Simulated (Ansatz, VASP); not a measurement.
**Two plane-wave programs on MgO**

Contents of INCAR:

```
SYSTEM = MgO
PREC = Accurate
ENCUT = 520
EDIFF = 1E-6
ISMEAR = -1
SIGMA = 0.02
LREAL = .FALSE.
LASPH = .TRUE.
NELM = 80
ALGO = Normal
ISIF = 2
LWAVE = .FALSE.
LCHARG = .FALSE.
GGA = PE
NBANDS = 11
```

File KPOINTS:

```
Automatic mesh
0
G
  10 10 10
  0 0 0
```

The input POSCAR:

```
MgO
1.0
    0.0000000000      2.1547216012      2.1547216012
    2.1547216012      0.0000000000      2.1547216012
    2.1547216012      2.1547216012      0.0000000000
Mg O
1 1
Direct
    0.0000000000      0.0000000000      0.0000000000
    0.5000000000      0.5000000000      0.5000000000
```

Input for Ansatz:

```yaml
crystal:
  lattice:
    - [0.0, 2.1547216012, 2.1547216012]
    - [2.1547216012, 0.0, 2.1547216012]
    - [2.1547216012, 2.1547216012, 0.0]
  atoms:
    - { symbol: Mg, position: [0.0, 0.0, 0.0] }
    - { symbol: O, position: [0.5, 0.5, 0.5] }
kpoints:
  mp_grid: { grid: [10, 10, 10] }
  band_path:
    path:
      - [0.0, 0.0, 0.0]
      - [0.5, 0.0, 0.5]
      - [0.625, 0.25, 0.625]
      - [0.375, 0.375, 0.75]
      - [0.5, 0.5, 0.5]
      - [0.5, 0.25, 0.75]
    npoints: 1
hamiltonian:
  xc: pbe
scf:
  occupations: { method: fermi_dirac, width: 0.02 }
  n_extra_bands: 4
output:
  forces: true
  stress: true
  eigenvalues: true
```

Change from the starting cell: hydrostatic strain +2.5%.

Alike in both runs: task single point; functional PBE; k mesh 10 × 10 × 10; occupations fermi-dirac, width 0.02 eV; no spin polarisation.

|  | VASP | Ansatz |
| --- | --- | --- |
| version | VASP 6.6.1 | Ansatz 0.2.0 |
| potentials or method | VASP PAW PBE potentials, release 64 (Mg, O) | plane waves, PAW |
| plane-wave cutoff (eV) | 520 | 420 |
| valence electrons in the cell | 8 | 16 |

|  | VASP | Ansatz | Ansatz less VASP |
| --- | --- | --- | --- |
| gap on the k mesh at the Fermi level (eV) | 4.09 | 4.11 | +0.019 |
| pressure (GPa) | -6.1 | -5.4 | +0.75 |

The two sets of potentials don't hold the same shells in valence.
